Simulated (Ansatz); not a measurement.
## SiGe: strain energy, fitted

SiGe, P6_3mc, a = 3.901 Å, c = 6.443 Å. The structure is a Materials Project entry; whether it is the stable form wasn't checked. Ansatz: PBEsol, PAW, 420 eV, Γ-centred 12×12×6 mesh on 4 atoms, Gaussian smearing 0.02 eV; no spin polarisation. Series: biaxial strain in the a-b plane, c and atoms relaxed; x is the strain in per cent. y is the free energy over the unstrained cell, V0 = 21.225 Å³/atom.

| x (%) | y (meV/atom) |
| --- | --- |
| -3.0 | ? |
| -2.0 | 11.15 |
| -1.0 | 2.72 |
| 0.0 | 0.00 |
| 1.0 | 2.65 |
| 2.0 | 10.33 |
| 3.0 | 22.63 |

Q: Fit y = c2 x² + c3 x³ to the other rows, turn c2 into a modulus, and predict the missing energy.

A: Least squares on the rows shown. y = 2.6803 x² − 0.054650 x³. In eV per unit strain² c2 is 26.80; M is the biaxial modulus (E = M V0 ε²): 26.80 × 160.2 / (21.225) = 202 GPa. At x = -3.0 the fit asked for gives 25.60 meV/atom. The run gave 25.62 meV/atom, so the fit is 0.02 meV/atom too low, within the rms miss on the fitted rows (0.03 meV/atom).